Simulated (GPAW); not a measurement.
Crystal: Sn.

```
Sn
1.0
    -1.89114    1.89779    1.87320
     1.89711   -1.92154    1.90292
     1.88324    1.91364   -1.89694
Sn
1
Direct
  0.00000 0.00000 0.00000
```

This isn't the form of Sn at room conditions, which is tetragonal (white tin).

The cell isn't the ideal one: cell sheared at random, sigma 0.01, atoms nudged by 0.01 Å.

* Program: GPAW 26.7.0
* Task: relaxation of cell and atoms
* Functional: PBEsol
* Potentials or basis: PAW data sets generated in the run's folder for this functional
* Cutoff: 600 eV
* Basis: pw
* k mesh: 9 × 8 × 8
* Occupations: fermi-dirac, width 0.05 eV
* Spin: no spin polarisation

At the start: pressure -2.2 GPa; volume 27.20 Å³/atom.

Question: Where does the relaxation end?

Answer: Over 14 steps the energy falls by 30.7 meV/atom and the volume is 25.96 Å³/atom (-4.6 %); space group C2/m (No. 12, to 0.05 Å).

The path:
```
step  energy change (eV)  largest force (eV/Å)  pressure (GPa)  volume (Å³)
   1              0.0000                0.0000           -2.15        27.20
   2             -0.0084                0.0000           -1.42        26.78
   3             -0.0185                0.0000            1.42        25.48
   4             -0.0209                0.0000            0.46        25.86
   5             -0.0226                0.0000            0.10        26.00
   6             -0.0244                0.0000           -0.37        26.18
   7             -0.0248                0.0000           -0.25        26.11
   8             -0.0264                0.0000            1.27        25.47
   9             -0.0281                0.0000            0.29        25.85
  10             -0.0296                0.0000            0.31        25.83
  11             -0.0303                0.0000            0.22        25.86
  12             -0.0306                0.0000            0.10        25.91
  13             -0.0307                0.0000            0.03        25.94
  14             -0.0307                0.0000            0.00        25.96
```

Final structure:
```cif
data_structure
_symmetry_space_group_name_H-M 'P 1'
_symmetry_Int_Tables_number 1
_cell_length_a 3.1738
_cell_length_b 3.2514
_cell_length_c 3.2516
_cell_angle_alpha 115.942
_cell_angle_beta 105.709
_cell_angle_gamma 105.654
_cell_volume 25.96
loop_
_atom_site_label
_atom_site_type_symbol
_atom_site_fract_x
_atom_site_fract_y
_atom_site_fract_z
_atom_site_occupancy
Sn1 Sn 0.00000 0.00000 0.00000 1
```

Caveat: later steps reuse the first step's grids.
